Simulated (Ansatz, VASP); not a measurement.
## Two plane-wave programs on P

```
P
1.0
    -3.33864    3.33864    3.33864
     3.33864   -3.33864    3.33864
     3.33864    3.33864   -3.33864
P
6
Direct
  0.75000 0.25000 0.50000
  0.25000 0.75000 0.50000
  0.50000 0.25000 0.75000
  0.75000 0.50000 0.25000
  0.50000 0.75000 0.25000
  0.25000 0.50000 0.75000
```

Alike in both runs: functional PBE; k mesh 8 × 8 × 8; occupations gaussian, width 0.1 eV; no spin polarisation.

Ansatz relaxed the structure, and its values are those at the end. VASP's run is a single point on that final structure, the one shown.

|  | VASP | Ansatz |
| --- | --- | --- |
| version | VASP 6.6.1 | Ansatz 0.2.0 |
| potentials or method | VASP PAW PBE potentials, release 64 (P) | scalar-relativistic, plane waves, PAW |
| plane-wave cutoff (eV) | 520 | 420 |
| valence electrons in the cell | 30 | 30 |

|  | VASP | Ansatz | Ansatz less VASP |
| --- | --- | --- | --- |
| gap on the k mesh at the Fermi level (eV) | none | none | - |
| pressure (GPa) | -0.1 | 0.0 | +0.12 |

A gap of «none» marks a metal or a gap that the smearing closes.
